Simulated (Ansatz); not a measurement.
**TiAl: enthalpy against pressure**

TiAl, P4/mmm, a = 2.810 Å, c = 4.066 Å. The structure is a Materials Project entry; whether it is the stable form wasn't checked. Ansatz: r2SCAN, PAW, 500 eV, Γ-centred 14×14×10 mesh on 2 atoms, Gaussian smearing 0.10 eV; no spin polarisation. Cell and atoms are relaxed at each pressure, and no other structure is tried, so the rows at high pressure may lie past a change of phase. y is the enthalpy over the state at zero pressure; there V0 = 16.050 Å³/atom. The pressures are the targets, met within 0.05 GPa.

| P (GPa) | y (eV/atom) |
| --- | --- |
| -2.0 | -0.2021 |
| 0.0 | 0.0000 |
| 2.0 | 0.1987 |
| 5.0 | 0.4912 |
| 10.0 | 0.9651 |
| 20.0 | ? |
| 40.0 | 3.5508 |

Task: Fit y = c1 P + c2 P² + c3 P³ to the other rows, say what c1 and c2 mean, and predict the missing value.

Result: Least squares on the rows shown. y = 0.10017 P − 0.00039335 P² + 2.7106×10⁻⁶ P³. Since dH/dP = V, c1 is V0: 0.10017 eV/GPa × 160.2 = 16.047 Å³ against 16.050; c2 = −V0/(2B0) gives B0 = 127 GPa, where a Birch–Murnaghan fit to the volumes of the same runs (not shown) gives 121 GPa: a cubic over this range folds the higher terms into c2. At P = 20.0 the fit asked for gives 1.8677 eV/atom. The run gave 1.8705 eV/atom, so the fit is 0.0028 eV/atom too low, 0.075 % of the span of the series, against an rms of 0.0001 eV/atom on the fitted rows. With a term in P⁴ added, a fit to the same known rows predicts 1.8718 eV/atom, a smaller miss on the other side.

The mesh isn't the same in all rows (14×14×10, 16×16×12).